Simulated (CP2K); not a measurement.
Crystal: MgO.

```
Mg O
1.0
     2.96561    0.00000    0.00000
     1.48280    2.56829    0.00000
     1.48280    0.85610    2.42141
Mg O
1 1
Direct
  0.00000 0.00000 0.00000
  0.50000 0.50000 0.50000
```

The cell is a database's computed one.

Program: CP2K 2026.2. Alike in all runs: potentials or basis POTENTIAL_UZH Mg GTH-PBE-q10, O GTH-PBE-q6; TZVP-MOLOPT-PBE-GTH basis; no spin polarisation; cell as given; k mesh 11 × 11 × 11; smearing fermi-dirac 0.05 eV.

Task: Order these runs on this cell by their pressure, lowest first.
A. level PBE; points a segment of the path (NPOINTS) 6; bands added on the path 6
B. level vdW-DF2; points a segment of the path (NPOINTS) 6; bands added on the path 6; cutoff of the non-local correlation (Ry) 300
C. level PBE+D2; cutoff radius of the dispersion sum (A) 20
D. level TPSS; points a segment of the path (NPOINTS) 6; bands added on the path 6
E. level PBEsol; points a segment of the path (NPOINTS) 6; bands added on the path 6

Result: C (4.7 GPa), E (7.0 GPa), D (9.4 GPa), A (10.9 GPa), B (13.8 GPa).

Caveats: the basis of atomic orbitals isn't converged, which shifts pressures, moduli and gaps; the potentials were made for another functional, which shifts forces and pressure (some runs).

Not every run made on this cell is shown here.
